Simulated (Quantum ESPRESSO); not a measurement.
# HfO2 (Fm-3m) in Quantum ESPRESSO: reference runs

How does HfO2 come out in PBEsol? The cell is run as given.

Program: Quantum ESPRESSO 7.5. These are calculated values, not measurements. Logs are shortened: lines on timing, memory, paths and dates and some standing lists are left out, and cuts for length are marked.

## Step 1: The crystal as given

The structure is cubic, space group Fm-3m (No. 225). Conventional cell: a = 5.115 Å, b = 5.115 Å, c = 5.115 Å, α = 90.00°, β = 90.00°, γ = 90.00°. Hf (site symmetry m-3m) has 8 O at 2.21 Å as nearest neighbours. O (site symmetry -43m) has 4 Hf at 2.21 Å as nearest neighbours.

Measurements of this composition are mostly on another form, of space group No. 14.

## Step 2: Single point, PBEsol

pw.in

```
&CONTROL
  calculation = 'scf'
  prefix = 'pwscf'
  outdir = './tmp'
  pseudo_dir = './pseudo'
  tprnfor = .true.
  tstress = .true.
  disk_io = 'low'
/
&SYSTEM
  ibrav = 0
  nat = 3
  ntyp = 2
  ecutwfc = 45
  ecutrho = 360
  nbnd = 19
  occupations = 'smearing'
  smearing = 'fd'
  degauss = 0.00367493
/
&ELECTRONS
  conv_thr = 6d-10
  electron_maxstep = 120
  mixing_beta = 0.5
/
ATOMIC_SPECIES
Hf   178.4900 hf_pbesol_v1.uspp.F.UPF
O     15.9990 o_pbesol_v1.2.uspp.F.UPF
CELL_PARAMETERS angstrom
   0.0000000000    2.5575000000    2.5575000000
   2.5575000000    0.0000000000    2.5575000000
   2.5575000000    2.5575000000    0.0000000000
ATOMIC_POSITIONS crystal
Hf     0.0000000000    0.0000000000    0.0000000000
O      0.7500000000    0.7500000000    0.7500000000
O      0.2500000000    0.2500000000    0.2500000000
K_POINTS automatic
9 9 9 0 0 0
```

pp_density.in

```
&INPUTPP
  prefix = 'pwscf'
  outdir = './tmp'
  filplot = 'density.dat'
  plot_num = 0
/
&PLOT
  nfile = 1
  filepp(1) = 'density.dat'
  iflag = 3
  output_format = 6
  fileout = 'density.cube'
/
```

pp_potential.in

```
&INPUTPP
  prefix = 'pwscf'
  outdir = './tmp'
  filplot = 'potential.dat'
  plot_num = 11
/
&PLOT
  nfile = 1
  filepp(1) = 'potential.dat'
  iflag = 3
  output_format = 6
  fileout = 'potential.cube'
/
```

Potentials or basis: GBRV 1.5 PBEsol.

On the command line:

```bash
$ OMP_NUM_THREADS=1 mpirun -n 2 pw.x -nk 2 -in pw.in > pw.out
$ OMP_NUM_THREADS=1 mpirun -n 1 pp.x -in pp_density.in > pp_density.out
$ OMP_NUM_THREADS=1 mpirun -n 1 pp.x -in pp_potential.in > pp_potential.out
```

pw.out:

```text
This program is part of the open-source Quantum ESPRESSO suite
     for quantum simulation of materials; please cite
[... 13 lines left out ...]
     --------------------
     sticks:   dense  smooth     PW     G-vecs:    dense   smooth      PW
     Sum        1159     583    187                26133     9257    1639

     Using Slab Decomposition

     bravais-lattice index     =            0
     lattice parameter (alat)  =       6.8349  a.u.
     unit-cell volume          =     225.7738 (a.u.)^3
     number of atoms/cell      =            3
     number of atomic types    =            2
     number of electrons       =        24.00
     number of Kohn-Sham states=           19
     kinetic-energy cutoff     =      45.0000  Ry
     charge density cutoff     =     360.0000  Ry
     scf convergence threshold =      6.0E-10
     mixing beta               =       0.5000
     number of iterations used =            8  plain     mixing
     Exchange-correlation= SLA  PW   PSX  PSC
                           (   1   4  10   8   0   0   0)

     celldm(1)=   6.834858  celldm(2)=   0.000000  celldm(3)=   0.000000
     celldm(4)=   0.000000  celldm(5)=   0.000000  celldm(6)=   0.000000

     crystal axes: (cart. coord. in units of alat)
               a(1) = (   0.000000   0.707107   0.707107 )
               a(2) = (   0.707107   0.000000   0.707107 )
               a(3) = (   0.707107   0.707107   0.000000 )

     reciprocal axes: (cart. coord. in units 2 pi/alat)
               b(1) = ( -0.707107  0.707107  0.707107 )
               b(2) = (  0.707107 -0.707107  0.707107 )
               b(3) = (  0.707107  0.707107 -0.707107 )

     PseudoPot. # 1 for Hf read from file:
     hf_pbesol_v1.uspp.F.UPF
     Pseudo is Ultrasoft + core correction, Zval = 12.0
     Generated by new atomic code, or converted to UPF format
     Using radial grid of  921 points,  8 beta functions with:
                l(1) =   0
                l(2) =   0
                l(3) =   0
                l(4) =   1
                l(5) =   1
                l(6) =   2
                l(7) =   2
                l(8) =   3
     Q(r) pseudized with  6 coefficients,  rinner =    1.200   1.200   1.200
                                                       1.200   1.200   1.200
                                                       1.200

     PseudoPot. # 2 for O  read from file:
     o_pbesol_v1.2.uspp.F.UPF
     Pseudo is Ultrasoft + core correction, Zval =  6.0
     Generated by new atomic code, or converted to UPF format
     Using radial grid of  737 points,  5 beta functions with:
                l(1) =   0
                l(2) =   0
                l(3) =   1
                l(4) =   1
                l(5) =   2
     Q(r) pseudized with  8 coefficients,  rinner =    0.900   0.900   0.900
                                                       0.900   0.900

     atomic species   valence    mass     pseudopotential
     Hf               12.00   178.49000     Hf( 1.00)
     O                 6.00    15.99900     O ( 1.00)

     48 Sym. Ops., with inversion, found

   Cartesian axes

     site n.     atom                  positions (alat units)
         1        Hf     tau(   1) = (   0.0000000   0.0000000   0.0000000  )
         2        O      tau(   2) = (   1.0606602   1.0606602   1.0606602  )
         3        O      tau(   3) = (   0.3535534   0.3535534   0.3535534  )

     number of k points=    35  Fermi-Dirac smearing, width (Ry)=  0.0037
                       cart. coord. in units 2pi/alat
        k(    1) = (   0.0000000   0.0000000   0.0000000), wk =   0.0027435
        k(    2) = (   0.0785674   0.0785674  -0.0785674), wk =   0.0219479
        k(    3) = (   0.1571348   0.1571348  -0.1571348), wk =   0.0219479
        k(    4) = (   0.2357023   0.2357023  -0.2357023), wk =   0.0219479
        k(    5) = (   0.3142697   0.3142697  -0.3142697), wk =   0.0219479
        k(    6) = (   0.1571348   0.0000000  -0.0000000), wk =   0.0164609
[... 27 lines left out ...]
        k(   34) = (  -0.0000000  -0.4714045   0.6285394), wk =   0.0658436
        k(   35) = (  -0.0785674  -0.3928371   0.7071068), wk =   0.0658436

     Dense  grid:    26133 G-vectors     FFT dimensions: (  45,  45,  45)

     Smooth grid:     9257 G-vectors     FFT dimensions: (  30,  30,  30)

     Check: negative core charge=   -0.000002

     Initial potential from superposition of free atoms

     starting charge      22.0000, renormalised to      24.0000

     negative rho (up, down):  1.180E-01 0.000E+00
     Starting wfcs are   21 randomized atomic wfcs

     Self-consistent Calculation

     iteration #  1     ecut=    45.00 Ry     beta= 0.50
     Davidson diagonalization with overlap
     ethr =  1.00E-02,  avg # of iterations =  2.1

     negative rho (up, down):  1.129E-01 0.000E+00

     total energy              =    -223.30450373 Ry
     estimated scf accuracy    <       1.09175207 Ry

     iteration #  2     ecut=    45.00 Ry     beta= 0.50
     Davidson diagonalization with overlap
     ethr =  4.55E-03,  avg # of iterations =  2.0
[... 78 lines left out ...]
     iteration # 11     ecut=    45.00 Ry     beta= 0.50
     Davidson diagonalization with overlap
     ethr =  3.31E-12,  avg # of iterations =  2.0

     negative rho (up, down):  1.164E-01 0.000E+00

     End of self-consistent calculation

          k = 0.0000 0.0000 0.0000 (  1139 PWs)   bands (ev):

   -49.2798 -17.7754 -17.7754 -17.7754  -6.6103  -3.6367   6.6355   6.6355
     6.6355  11.2663  11.2663  11.2663  15.6410  15.6410  17.3395  22.0114
    22.0114  22.0114  25.6179

          k = 0.0786 0.0786-0.0786 (  1167 PWs)   bands (ev):

   -49.2784 -17.8246 -17.7810 -17.7810  -6.4518  -3.7699   6.7525   6.7525
     6.9565  10.8891  11.0393  11.0393  15.8700  15.8700  17.8451  21.4462
    21.8020  21.8020  25.1925
[... 169 lines left out ...]
          k =-0.0786-0.3928 0.5500 (  1156 PWs)   bands (ev):

   -49.2645 -18.0793 -17.9974 -17.8619  -4.8891  -4.6268   6.7382   7.3021
     8.7756   9.4328  10.6501  11.1419  16.2950  16.9206  18.7193  19.2366
    20.2363  23.3698  24.8730

          k = 0.0000-0.3143 0.4714 (  1157 PWs)   bands (ev):

   -49.2658 -18.0712 -17.9692 -17.8451  -5.0029  -4.6230   6.9968   7.4186
     8.5477   9.3789  10.4372  11.0346  16.2040  16.9002  19.0325  19.2374
    20.4500  22.7967  24.7904

          k =-0.0786-0.5500 0.7071 (  1152 PWs)   bands (ev):

   -49.2639 -18.1498 -17.9219 -17.8858  -4.8230  -4.6455   5.8758   7.9152
     8.5257  10.1697  10.5186  11.5738  15.9037  17.0937  18.5397  19.4577
    19.9129  23.8204  25.7004
[... 7 lines left out ...]
          k =-0.0786-0.3928 0.7071 (  1149 PWs)   bands (ev):

   -49.2637 -18.0712 -18.0113 -17.8843  -4.7288  -4.7223   6.5847   7.0266
     9.0738   9.4943  10.5794  11.5224  16.4589  16.8733  18.7281  18.9039
    20.0130  24.0518  25.2998

     the Fermi energy is    14.4867 ev

!    total energy              =    -223.47690888 Ry
     estimated scf accuracy    <          2.3E-12 Ry
     smearing contrib. (-TS)   =      -0.00000000 Ry
     internal energy E=F+TS    =    -223.47690888 Ry

     The total energy is F=E-TS. E is the sum of the following terms:
     one-electron contribution =     -27.06563886 Ry
     hartree contribution      =      27.86559269 Ry
     xc contribution           =     -89.81013648 Ry
     ewald contribution        =    -134.46672623 Ry

     convergence has been achieved in  11 iterations

     negative rho (up, down):  1.164E-01 0.000E+00

     Forces acting on atoms (cartesian axes, Ry/au):

     atom    1 type  1   force =    -0.00000000    0.00000000   -0.00000000
     atom    2 type  2   force =     0.00000000    0.00000000   -0.00000000
     atom    3 type  2   force =    -0.00000000   -0.00000000    0.00000000

     Total force =     0.000000     Total SCF correction =     0.000000

     Computing stress (Cartesian axis) and pressure

     negative rho (up, down):  1.164E-01 0.000E+00
          total   stress  (Ry/bohr**3)                   (kbar)     P=     -122.84
  -0.00083506  -0.00000000   0.00000000         -122.84       -0.00        0.00
  -0.00000000  -0.00083506  -0.00000000           -0.00     -122.84       -0.00
   0.00000000  -0.00000000  -0.00083506            0.00       -0.00     -122.84

=------------------------------------------------------------------------------=
   JOB DONE.
=------------------------------------------------------------------------------=
```

pp_density.out:

```text
This program is part of the open-source Quantum ESPRESSO suite
     for quantum simulation of materials; please cite
         "P. Giannozzi et al., J. Phys.:Condens. Matter 21 395502 (2009);
         "P. Giannozzi et al., J. Phys.:Condens. Matter 29 465901 (2017);
         "P. Giannozzi et al., J. Chem. Phys. 152 154105 (2020);
     in publications or presentations arising from this work. More details at

     IMPORTANT: XC functional enforced from input :
     Exchange-correlation= PBESOL
                           (   1   4  10   8   0   0   0)
     Any further DFT definition will be discarded
     Please, verify this is what you really want

     G-vector sticks info
     --------------------
     sticks:   dense  smooth     PW     G-vecs:    dense   smooth      PW
     Sum        1159     583    187                26133     9257    1639

     Using Slab Decomposition

     Check: negative core charge=   -0.000002

     negative rho (up, down):  1.164E-01 0.000E+00

     Calling punch_plot, plot_num =   0
     Writing data to file  density.dat
     Reading data from file  density.dat

     Writing data to be plotted to file density.cube
     Plot Type: 3D                     Output format: Gaussian cube

=------------------------------------------------------------------------------=
   JOB DONE.
=------------------------------------------------------------------------------=
```

pp_potential.out:

```text
This program is part of the open-source Quantum ESPRESSO suite
     for quantum simulation of materials; please cite
         "P. Giannozzi et al., J. Phys.:Condens. Matter 21 395502 (2009);
         "P. Giannozzi et al., J. Phys.:Condens. Matter 29 465901 (2017);
         "P. Giannozzi et al., J. Chem. Phys. 152 154105 (2020);
     in publications or presentations arising from this work. More details at

     IMPORTANT: XC functional enforced from input :
     Exchange-correlation= PBESOL
                           (   1   4  10   8   0   0   0)
     Any further DFT definition will be discarded
     Please, verify this is what you really want

     G-vector sticks info
     --------------------
     sticks:   dense  smooth     PW     G-vecs:    dense   smooth      PW
     Sum        1159     583    187                26133     9257    1639

     Using Slab Decomposition

     Check: negative core charge=   -0.000002

     negative rho (up, down):  1.164E-01 0.000E+00

     Calling punch_plot, plot_num =  11
     Writing data to file  potential.dat
     Reading data from file  potential.dat

     Writing data to be plotted to file potential.cube
     Plot Type: 3D                     Output format: Gaussian cube

=------------------------------------------------------------------------------=
   JOB DONE.
=------------------------------------------------------------------------------=
```

It took 19 s on 2 MPI ranks of Intel Xeon Platinum 8259CL at 2.50GHz (Skylake/Cascade Lake), shared host; peak memory 0.34 GiB.

Results:

| Quantity | Value |
| --- | --- |
| Free energy | -3040.5582 eV |
| Pressure | -12.3 GPa |
| Band gap on the k mesh | 3.75 eV, indirect (least direct gap 3.87 eV) |

Caveat: spin-orbit coupling is left out, which moves the levels of the heavy elements; an odd mesh through Γ misses points on the zone boundary, where band edges often lie.
